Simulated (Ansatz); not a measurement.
The system is TaS2.

```
Ta S
1.0
     3.35000    0.00000    0.00000
    -1.67500    2.90119    0.00000
     0.00000    0.00000    5.86000
Ta S
1 2
Cartesian
  0.0000 0.0000 0.0000
  1.6750 0.9671 4.3950
  0.0000 1.9341 1.4650
```

Base run:

| Quantity | Value |
| --- | --- |
| Program | Ansatz 0.2.0 |
| Functional | PBEsol |
| Potentials or basis | all-electron LAPW, scalar-relativistic |
| Cutoff | 258 eV (chosen from the basis error) |
| Basis error allowed | 0.002 eV/atom |
| k mesh | 9 × 9 × 5 |
| Occupations | fermi-dirac, width 0.05 eV |
| Spin | no spin polarisation |
| Hubbard terms | Ta d U = 8 eV |

Its results: band gap on the k mesh none (metal or under the smearing width); pressure 9.4 GPa; largest force 1.093 eV/Å.

Q: The run is repeated on the same cell with these changes: hubbard terms from Ta d U = 8 eV to Ta d U = 2 eV. What comes out?

A: Band gap on the k mesh none (metal or under the smearing width); pressure 5.4 GPa; largest force 1.036 eV/Å.

Caveats: U is the effective U less J, on atomic orbitals that reach past the spheres; this functional lacks dispersion, which binds the layers, so the pressure and a relaxed spacing across them are unreliable; U without spin polarisation on a metal has little footing; forces of over 1 eV/Å show positions far from the minimum, so gaps and moduli don't describe the material at rest; the density of states is complete only up to the lowest level of the last band computed.
